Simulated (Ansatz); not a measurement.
MgO built on the wurtzite prototype, relaxed with r2SCAN, was run in the plane-wave code Ansatz under altered settings. All numbers are computed, without spin polarisation but where a row says otherwise.

```
Mg O
1.0
     3.28822    0.00000    0.00000
    -1.64411    2.84768    0.00000
     0.00000    0.00000    5.03437
Mg O
2 2
Cartesian
  0.0000 1.8985 -0.0495
  1.6441 0.9492 2.4677
  0.0000 1.8985 1.9374
  1.6441 0.9492 4.4546
```

The base run's other keys:
```yaml
kpoints:
  mp_grid: { grid: [6, 6, 2] }
hamiltonian:
  xc: hse06
scf:
  occupations: { method: fixed }
  n_extra_bands: 5
```

It takes 12 iterations with 929 plane waves at 420 eV and 14 k points, and leaves a mean stress of 0.00 GPa. The gap over this mesh is 5.165 eV. It ran on 4 threads of Arm Neoverse N1, with other jobs on the host.

Outcomes, with energy and stress as changes against the base:

| setting | outcome | ΔF (meV/atom) | Δ mean stress (GPa) | gap on the mesh (eV) | iterations | wall time |
| --- | --- | --- | --- | --- | --- | --- |
| PBE hybrid, exx coeff 0.35, omega 0.1 1/Å | converged | – | -1.6 | 6.327 | 16 | 15 s |
| PBE hybrid, exx coeff 0.3, omega 0.1 1/Å | converged | – | -0.8 | 5.917 | 14 | 15 s |
| crystal.symmetry.detect: false | converged, warned | 0.0 | 0.0 | 5.165 | 12 | 58 s |

A dash marks a value that wasn't obtained or can't be compared. Stress is positive in compression. The base took 12 s. The base's mesh is coarse for a hybrid, so its own values aren't converged.

- PBE hybrid, exx coeff 0.35, omega 0.1 1/Å. That is 35 % exact exchange, screened with ω = 0.1 1/Å, against HSE06's 25 % screened at 0.208 1/Å. The mean stress moves by -1.6 GPa and the gap on the mesh by +1.162 eV (to 6.327). Totals of different functionals aren't comparable. The program warns that on this mesh the truncation of the exchange isn't bounded, so part of the change can be an error of the mesh.
- PBE hybrid, exx coeff 0.3, omega 0.1 1/Å. That is 30 % exact exchange, screened with ω = 0.1 1/Å, against HSE06's 25 % screened at 0.208 1/Å. The mean stress moves by -0.8 GPa and the gap on the mesh by +0.752 eV (to 5.917). Totals of different functionals aren't comparable. The program warns that on this mesh the truncation of the exchange isn't bounded, so part of the change can be an error of the mesh.
- crystal.symmetry.detect: false. It converges in 12 iterations, as the base does, on 72 k points in place of 14. This key steers the way to the solution, not the solution: the results stay as they were. Warned: hybrid solves reversed points apart.

Within 1 meV an atom, 0.1 GPa and 0.005 eV of the base stay: crystal.symmetry.detect: false.

The stress of a hybrid is loosely converged in these runs.

The meshes of the hybrids are coarse, so their gaps aren't converged to the digits shown.
